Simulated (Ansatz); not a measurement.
# CdSe (F-43m) in Ansatz: density of states with r2SCAN0+D4

Aim: the density of states of CdSe with r2SCAN0+D4.

All numbers are computed with Ansatz 0.2.0; they aren't measurements. Logs are shortened: lines on timing, memory, paths and dates and some standing lists are left out, and cuts for length are marked.

## (1) The cell of the first run

The structure is cubic, space group F-43m (No. 216). Conventional cell: a = 6.058 Å, b = 6.058 Å, c = 6.058 Å, α = 90.00°, β = 90.00°, γ = 90.00°. Cd (site symmetry -43m) has 4 Se at 2.62 Å as nearest neighbours. Around Se (site symmetry -43m) lie 4 Cd at 2.62 Å.

Measurements of this composition are mostly on another form, of space group No. 186.

## (2) Density of states, r2SCAN0+D4 (volume scaled by 0.96)

Contents of input.yaml:

```yaml
crystal:
  lattice:
    - [0.0, 3.0287759606, 3.0287759606]
    - [3.0287759606, 0.0, 3.0287759606]
    - [3.0287759606, 3.0287759606, 0.0]
  atoms:
    - { symbol: Cd, position: [0.0, 0.0, 0.0] }
    - { symbol: Se, position: [0.25, 0.25, 0.25] }
hamiltonian:
  xc: r2scan0
  pseudopotentials: { kind: paw }
  dispersion: d4
kpoints:
  mp_grid: { grid: [4, 4, 4] }
scf:
  occupations: { method: gaussian, width: 0.1 }
  n_extra_bands: 6
output:
  forces: true
  stress: true
  eigenvalues: true
  dos: { projected: false, de: 0.05 }
```

Potentials or basis: Ansatz PAW.

Started as:

```bash
> ansatz run input.yaml --threads 2 --pin off --max-ram 5632MiB --backend cpu --events-out ev --progress --plain --runs-dir out
```

Standard output:

```text
Warning: output.stress: scf.convergence.dr2_threshold = 1e-7 eV (the SCF's general default) is looser than the 2e-10 eV advised for a printed stress (1e-10 eV for each atom of the cell: 2). What an SCF threshold leaves in a stress goes as its square root, and in the free energy as the threshold itself, and one threshold admits the most on a small cell: of the crystals measured, under no hybrid functional and no lock of the moments, on runs that ended without the residual-converged pass, on stresses that held no estimate of that error, the worst erred by over 100 MPa in a component at 1e-7 eV an atom and by under 5 at 1e-10. Set scf.convergence.dr2_threshold to 2e-10 eV or tighter. The threshold is an SCF's pass mark: one that does not reach it within its budget of iterations ends unconverged, or closes short of it on a stop that the run arms, and scf.convergence.dr2_threshold's page says what that costs each kind of run
Warning: output.stress: scf.exx.energy_threshold = 1e-6 eV is looser than the 2e-8 eV advised for a stress under a hybrid functional (1e-8 eV for each atom of the cell: 2). Every SCF of the exchange loop can meet its threshold on dr2 while the loop round them stops early: no threshold on dr2 bounds what that leaves in the stress. Set scf.exx.energy_threshold to 2e-8 eV or tighter. The threshold is the loop's pass mark: a loop that does not reach it within its budget of cycles ends unconverged, and scf.exx.energy_threshold's page has the law
Warning: RAYON_NUM_THREADS=2 ignored (pool sized by the plan → 2); use --threads N
scf.n_extra_bands = 6 over 18 filled bands (N_el = 36.0): the run solves 24 bands
Engine: ansatz 0.2.0, aarch64-unknown-linux-gnu
Pseudopotentials: kind: paw
Pseudopotential: Cd, paw, valence charge 20, recommended cutoff 500 eV (meta_gga), Cd.paw.azcp
Pseudopotential: Se, paw, valence charge 16, recommended cutoff 500 eV (meta_gga), Se.paw.azcp
Functional definition: r2SCAN0
  parameter a = 0.25
  parameter k0 = 0.174
  parameter k1 = 0.065
  parameter a1 = 4.9479
  exchange = (1 - a)*r2scan_x(k0 = k0, k1 = k1, a1 = a1) + a*exact_x
  correlation = r2scan_c
Crystal: 2 atoms, lattice volume = 55.569 Å³
Basis set: ecut = 500 eV, 1411 PW (Γ), exchange–correlation on 128×128×128 points (64 copies of the dense FFT grid, shifted against one another)
Bands: 24, of which v1, the nominal top of the filled ones, is band 18 counted from 1 (17 counted from 0)
Symmetry: 24 space group operations
Space group: F-43m (ITA 216), of the structure as read, at distance tolerance 3.8e-5 Å
k-points: 8 of 64 (time reversal used)
Non-local potential: Cd, projectors of the file, l = 0: 3, l = 1: 2, l = 2: 2, l = 3: 1
Non-local potential: Se, projectors of the file, l = 0: 2, l = 1: 2, l = 2: 3, l = 3: 1
PAW form: soft (Blöchl's): semilocal exchange-correlation on the pseudo side does not see the compensation charge
PAW frozen core: Cd, regenerated for the run's functional, and the local potential with it (the file was generated under x = pbe(κ = 0.804, μ = 0.2195149727645171), c = pbe(β = 0.06672455060314922))
PAW frozen core: Se, regenerated for the run's functional, and the local potential with it (the file was generated under x = pbe(κ = 0.804, μ = 0.2195149727645171), c = pbe(β = 0.06672455060314922))
PAW one-centre angular grid: Cd, 590 points (default); XC on 160 Gauss nodes
PAW one-centre angular grid: Se, 590 points (default); XC on 160 Gauss nodes
Initial density: superposition of atomic densities (neutral atoms: chi_scale 0, normalization atom), corrected by the library's trained network
Initial wavefunctions: pseudopotential atomic-orbital guess
Functional: x = r2scan, c = r2scan; τ floored in thin density (d = 2e-4 eV/Å³), warm-up for x = 0.75 r2scan + 0.25 exact, c = r2scan; τ floored in thin density (d = 2e-4 eV/Å³)
SCF iter   1: F=—  HF=-13748.069146 eV  |F-HF|=—  |Δ(HF+E_count)|=         —  Δρ=5.56e-3  dr2=1.18e-2  dr2_τ=1.66e-2  ethr=1.77e-3  ⟨swp⟩=10.5  Hψ=843  notcnv=0
preconditioner: auto → none  [insulator: Δε(μ)=1.125 eV  Ē_g=14.593 eV  σ=0.100 eV  W_gap=1.00  n_scr=14 (ndim 8)  ℏωp=21.1 eV  f_vac=0.198  D(μ)=0.00/eV (n_scr^D=0)]
SCF iter   2: F=—  HF=-13748.077747 eV  |F-HF|=—  |Δ(HF+E_count)|=   8.60e-3  Δρ=2.64e-3  dr2=1.50e-3  dr2_τ=4.55e-4  ethr=3.29e-5  ⟨swp⟩=3.4  Hψ=433  notcnv=0  defer=2
SCF iter   3: F=—  HF=-13748.078672 eV  |F-HF|=—  |Δ(HF+E_count)|=   9.25e-4  Δρ=9.17e-4  dr2=2.35e-4  dr2_τ=3.16e-5  ethr=4.18e-6  ⟨swp⟩=2.9  Hψ=350  notcnv=0  defer=1
iter 4 solved again at ethr=9.81e-9 eV; its pass at ethr=6.53e-7 eV (dr2=3.53e-6 eV) is discarded
SCF iter   4: F=-13748.078802 eV  HF=-13748.078804 eV  |F-HF|=2.65e-6  |Δ(HF+E_count)|=   1.32e-4  Δρ=8.97e-5  dr2=3.86e-6  dr2_τ=2.25e-7  ethr=9.81e-9  ⟨swp⟩=3.5  Hψ=848  notcnv=0
SCF 1 stopped early in 4 iterations: F = -13748.078802 eV  dr2 = 3.86e-6
Initial density: handed on by an earlier stage of this run
Initial wavefunctions: those handed on with the density
Functional: x = 0.75 r2scan + 0.25 exact, c = r2scan; τ floored in thin density (d = 2e-4 eV/Å³)
Frozen-core exchange: fock
SCF iter   1: F=—  HF=-13747.223497 eV  |F-HF|=—  |Δ(HF+E_count)|=         —  Δρ=3.50e-3  dr2=4.56e-3  dr2_τ=8.36e-4  ethr=1.07e-7  ⟨swp⟩=8.2  Hψ=975  notcnv=0
preconditioner: auto → none  [insulator: Δε(μ)=2.469 eV  Ē_g=17.048 eV  σ=0.100 eV  W_gap=1.00  n_scr=14 (ndim 8)  ℏωp=21.1 eV  f_vac=0.200  D(μ)=0.00/eV (n_scr^D=0)]
SCF iter   2: F=—  HF=-13747.221417 eV  |F-HF|=—  |Δ(HF+E_count)|=   2.08e-3  Δρ=9.76e-4  dr2=7.62e-4  dr2_τ=7.04e-6  ethr=1.07e-7  ⟨swp⟩=4.0  Hψ=640  notcnv=0
SCF iter   3: F=—  HF=-13747.226448 eV  |F-HF|=—  |Δ(HF+E_count)|=   5.03e-3  Δρ=6.86e-4  dr2=1.63e-4  dr2_τ=3.37e-6  ethr=1.07e-7  ⟨swp⟩=4.0  Hψ=623  notcnv=0
SCF iter   4: F=—  HF=-13747.226434 eV  |F-HF|=—  |Δ(HF+E_count)|=   1.38e-5  Δρ=1.50e-4  dr2=2.50e-5  dr2_τ=3.85e-7  ethr=1.07e-7  ⟨swp⟩=4.0  Hψ=513  notcnv=0
SCF iter   5: F=—  HF=-13747.226554 eV  |F-HF|=—  |Δ(HF+E_count)|=   1.20e-4  Δρ=1.35e-4  dr2=8.66e-6  dr2_τ=4.93e-8  ethr=1.48e-8  ⟨swp⟩=4.2  Hψ=535  notcnv=0
SCF iter   6: F=-13747.226552 eV  HF=-13747.226552 eV  |F-HF|=1.04e-7  |Δ(HF+E_count)|=   2.01e-6  Δρ=2.22e-5  dr2=1.24e-6  dr2_τ=6.11e-9  ethr=1.48e-8  ⟨swp⟩=3.0  Hψ=438  notcnv=0
SCF 2 stopped early in 6 iterations: F = -13747.226552 eV  dr2 = 1.24e-6
hybrid outer 1: dexx = +5.910e-3 eV, tail = 2.76e-5 eV
Frozen-core exchange: fock
SCF iter   1: F=—  HF=-13747.226719 eV  |F-HF|=—  |Δ(HF+E_count)|=         —  Δρ=4.15e-5  dr2=3.53e-7  dr2_τ=2.60e-7  ethr=3.83e-7  ⟨swp⟩=4.6  Hψ=442  notcnv=0
preconditioner: auto → none  [insulator: Δε(μ)=2.529 eV  Ē_g=17.013 eV  σ=0.100 eV  W_gap=1.00  n_scr=14 (ndim 8)  ℏωp=21.1 eV  f_vac=0.204  D(μ)=0.00/eV (n_scr^D=0)]
SCF iter   2: F=—  HF=-13747.226720 eV  |F-HF|=—  |Δ(HF+E_count)|=   5.22e-7  Δρ=1.14e-5  dr2=8.38e-8  dr2_τ=1.08e-8  ethr=8.31e-10  ⟨swp⟩=4.0  Hψ=605  notcnv=0
SCF iter   3: F=—  HF=-13747.226720 eV  |F-HF|=—  |Δ(HF+E_count)|=   2.92e-7  Δρ=5.09e-6  dr2=2.37e-8  dr2_τ=1.49e-9  ethr=7.89e-11  ⟨swp⟩=3.9  Hψ=525  notcnv=0
SCF iter   4: F=-13747.226720 eV  HF=-13747.226720 eV  |F-HF|=5.46e-10  |Δ(HF+E_count)|=   6.93e-9  Δρ=1.66e-6  dr2=2.03e-9  dr2_τ=1.63e-10  ethr=5.08e-11  ⟨swp⟩=3.0  Hψ=407  notcnv=0
SCF 3 converged in 4 iterations: F = -13747.226720 eV  dr2 = 2.03e-9
  Residual-converged pass: ⟨swp⟩=3.0  Hψ=349  notcnv=0  max |occ|·‖R‖ = 2.4e-6 eV (tolerance 2.4e-6 eV)  dr2=1.97e-9  dr2_τ=1.66e-10  dr2_onsite=2.88e-10  max |Δocc| = 7.2e-79
hybrid outer 2: dexx = +4.319e-7 eV, tail = 2.70e-8 eV, Δε = 2.03e-3 eV (about 8.74e-5 eV left of the loop's levels)
hybrid SCF converged: 2 outer / 10 inner (+4 warm-up), last move |dexx| = 4.32e-7 eV, tail = 2.70e-8 eV
Stability not checked: this state was not tested for a lower state beside it, because the functional holds exact exchange (a hybrid, or Hartree-Fock), whose exchange loop this test does not read (fock_operator; see scf.lower_state_search)
Free energy (F): -13747.226720 eV
Frozen-core exchange: fock
Harris-Foulkes:  -13747.226720 eV  (|F-HF|=5.46e-10)
Internal energy: -13747.226720 eV  (E = F + TS)
E sigma→0 (E₀):  -13747.226720 eV
Fermi energy:    7.803441 eV
--- Per-component energies (eV) ---
  E_band       = -1030.702103
  E_kinetic    = 625.804097
  E_local      = -6353.504868  (includes V_loc(G=0)·N_el)
  E_nonlocal   = -561.419672
  E_hartree    = 3027.279883
  E_xc         = -206.716502
  E_vxc        = -268.259939  (∫ρ·V_xc dr)
  E_exx        = -171.828543  (= α·E_x^exact, valence–valence)
  E_paw        = -5918.474044  (= ΣΔE_a)
  E_vpaw       = -199.437611  (= ΣTr[D̂ρ^β])
  E_aug_tail   = -0.000208  (compensation charges beyond the density's cutoff)
  E_vtau       = 15.211113  (kinetic-family band-sum trace: ∫τ·v_τ [+ j·A + Jᵃ·Aᵃ] dr)
  E_ewald      = -4184.845249
  E_disp       = -0.298434  (pairwise vdW)
  E_core_change = -3.223185  (= ΣΔE_core)
  E_smearing   = -0.000000  (= −TS)
  E_closure    = 0.000004  (closes the sum)
  Σ components = -13747.226720   (vs F -13747.226720, Δ=0.00e0)
--- Forces (eV/Å), atoms counted from 1 ---
  atom   1  Cd     0.00000000     0.00000000    -0.00000000
  atom   2  Se    -0.00000000     0.00000000     0.00000000
  max |Σ_I F_I| component: 1.16e-16 eV/Å
--- Stress (GPa, compression-positive) ---
        0.846796      -0.000000      -0.000000
       -0.000000       0.846796       0.000000
        0.000000       0.000000       0.846796
  P = ⅓ Tr σ = 0.8468 GPa (8.468 kbar)
--- Band table (eV; the first three rows and the last of 8) ---
  k-point 0: bands = ["-102.2568", "-61.3455", "-61.3455", "-61.3455", "-44.3040", "-44.3040", "-44.3040", "-44.2992", "-44.2992", "-7.5537", "-2.9609", "-2.9609", "-2.9609", "-2.5596", "-2.5596", "6.5363", "6.5363", "6.5363", "9.0662", "14.5837", "14.5837", "14.5837", "18.6133", "19.9537"]
  k-point 1: bands = ["-102.2568", "-61.3455", "-61.3455", "-61.3454", "-44.3040", "-44.3040", "-44.3040", "-44.2991", "-44.2991", "-7.3448", "-2.9035", "-2.9035", "-2.7076", "-2.5581", "-2.5581", "3.6933", "6.0930", "6.0930", "10.8050", "14.5399", "15.1327", "15.1327", "18.6794", "18.7686"]
  k-point 2: bands = ["-102.2568", "-61.3455", "-61.3455", "-61.3454", "-44.3040", "-44.3040", "-44.3040", "-44.2991", "-44.2991", "-7.1350", "-2.8606", "-2.8606", "-2.5384", "-2.5384", "-2.1998", "1.6933", "5.7022", "5.7022", "10.9158", "15.0320", "15.0320", "15.9790", "18.7960", "21.1066"]
  k-point 7: bands = ["-102.2569", "-61.3456", "-61.3454", "-61.3453", "-44.3041", "-44.3041", "-44.3041", "-44.2991", "-44.2990", "-7.0087", "-2.7622", "-2.7574", "-2.6001", "-2.5546", "-1.9742", "2.2228", "4.0075", "4.0967", "13.4925", "13.8855", "15.2183", "16.0510", "19.7968", "21.5226"]
```

Run time: 18 s. Hardware: 2 threads of Arm Neoverse V1, shared host; peak memory 0.98 GiB.

What came out:

- Free energy: -13747.2267 eV
- Pressure: 0.8 GPa
- Band gap on the k mesh: 2.53 eV, direct

Levels at points of the mesh, in eV from the valence-band top:
| k point | band 14 | band 15 | band 16 | band 17 | band 18 | band 19 | band 20 | band 21 | band 22 | band 23 |
| --- | --- | --- | --- | --- | --- | --- | --- | --- | --- | --- |
| (0.00, 0.00, 0.00) | -9.10 | -9.10 | 0.00 | 0.00 | 0.00 | 2.53 | 8.05 | 8.05 | 8.05 | 12.08 |
| (0.00, 0.00, -0.50) | -9.07 | -8.74 | -4.84 | -0.83 | -0.83 | 4.38 | 8.50 | 8.50 | 9.44 | 12.26 |
| (0.00, -0.50, -0.50) | -9.04 | -8.64 | -4.47 | -2.07 | -2.07 | 4.78 | 5.71 | 11.47 | 12.89 | 12.89 |

States per cell in windows of 1 eV (zero at the valence-band top; states under -8 eV left out):
| from (eV) | total |
| --- | --- |
| -8.0 | 0.00 |
| -7.0 | 0.00 |
| -6.0 | 0.00 |
| -5.0 | 1.26 |
| -4.0 | 0.55 |
| -3.0 | 1.31 |
| -2.0 | 2.11 |
| -1.0 | 0.78 |
| 0.0 | 0.00 |
| 1.0 | 0.00 |
| 2.0 | 0.00 |
| 3.0 | 0.05 |
| 4.0 | 0.36 |
| 5.0 | 1.32 |
| 6.0 | 0.67 |
| 7.0 | 1.52 |

Caveat: the k mesh is coarse (spacing up to 0.45 Å⁻¹), so the values aren't converged, least of all with exact exchange; the PAW data sets come from PBE, with cores solved anew for the run's functional, which leaves a small shift of forces and pressure; the thresholds are loose for stress.
